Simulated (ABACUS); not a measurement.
Runs of ABACUS 3.10.1 on Ta2N. It takes space group P-3m1 (No. 164, trigonal). The conventional cell has a = 3.113 Å, b = 3.113 Å, c = 4.870 Å, α = 90.00°, β = 90.00°, γ = 120.00°. Around Ta (site symmetry 3m) lie 3 N at 2.18 Å. Around N (site symmetry -3m) lie 6 Ta at 2.18 Å. The cell comes from a database or a generator and needn't be the stable form of this composition.

| task | potentials or basis | cutoff (eV) | SCF threshold on the density | eigensolver | gap on the mesh (eV) | pressure (GPa) | V0 of scaled cells (Å³/atom) | B0 (GPa) | largest force (eV/Å) |
| --- | --- | --- | --- | --- | --- | --- | --- | --- | --- |
| equation of state | PseudoDojo NC SR 0.4.1 PBE standard, DZP LCAO (the cutoffs set its grid) | 1361 | 1e-07 | genelpa | - | - | 13.59 | 279 | - |
| single point | PseudoDojo NC SR 0.4.1 PBE standard, plane waves | 1143 | 1e-08 | dav | none | (b) | - | - | 0.01 |
| single point | PseudoDojo NC SR 0.4.1 PBE standard, DZP LCAO (the cutoffs set its grid) | 1361 | 1e-07 | genelpa | none | -0.7 | - | - | 0.13 |
| equation of state | PseudoDojo NC SR 0.4.1 PBE standard, plane waves | 1143 | 1e-08 | dav | - | - | (c) | (a) | - |

Alike in all rows: level PBE; no spin polarisation; cell as given; k mesh 10 × 10 × 6; smearing fermi-dirac 0.05 eV.

**Question.** Estimate the missing entries.

**Answer.** (a) 281; (b) -1.4; (c) 13.56.

Caveats: the atomic orbitals were generated for these runs and aren't a published set (some runs); the cell was scaled at fixed shape and fractional positions, which overstates the stiffness of a crystal with free parameters, most of all of layers and chains (some runs); the basis of atomic orbitals isn't converged, which shifts pressures, moduli and gaps (some runs); there are fewer bands than atomic start orbitals, so a level may be missed at k points of high symmetry (some runs).

A k mesh can miss the band edges, and the runs leave out spin-orbit coupling on Ta.

A gap of «none» marks a metal or a gap under the smearing width.

Not every run made on this cell is shown here.
